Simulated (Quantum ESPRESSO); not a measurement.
Ta2C under changes of volume

One of the cells (13.774 Å³/atom); the others are scaled copies at fixed shape and fractional positions:

```xyz
3
Lattice="3.1059 0.0000 0.0000 -1.5530 2.6898 0.0000 0.0000 0.0000 4.9464" Properties=species:S:1:pos:R:3 pbc="T T T"
Ta    1.5530    0.8966    3.6999
Ta    0.0000    1.7932    1.2465
C     0.0000    0.0000    0.0000
```

| Item | Value |
| --- | --- |
| Program | Quantum ESPRESSO 7.5 |
| Functional | PBEsol |
| Potentials or basis | GBRV 1.5 PBEsol |
| Cutoff | 762 eV |
| Density cutoff | 6095 eV |
| k mesh | 10 × 10 × 6 |
| Occupations | fermi-dirac, width 0.05 eV |
| Spin | no spin polarisation |

| volume (Å³/atom) | energy over the lowest point (meV/atom) | pressure (GPa) | largest force (eV/Å) |
| --- | --- | --- | --- |
| 12.948 | ? | ? | ? |
| 13.223 | 10.32 | 9.3 | 0.412 |
| 13.499 | 0.00 | 2.8 | 0.212 |
| 13.774 | 0.31 | -3.1 | 0.027 |
| 14.050 | 10.21 | -8.4 | 0.144 |
| 14.325 | 28.74 | -13.1 | 0.301 |
| 14.601 | 55.05 | -17.4 | 0.446 |

Problem. What does the run at 12.948 Å³/atom give?

Solution. Energy over the lowest point 32.44 meV/atom; pressure 16.5 GPa; largest force 0.630 eV/Å.

Worked out: A Birch-Murnaghan fit of order 3 (a polynomial in V^(-2/3)) to the other rows has its minimum at 13.63 Å³/atom with B0 = V·E''(V) = 291 GPa and B' = 4.2 at fixed shape and positions, which overstates the stiffness. It gives 32.42 meV/atom at 12.948 Å³/atom, against the run's 32.44, and -dE/dV = 16.6 GPa, against 16.5.

Energies are extrapolated to zero smearing.
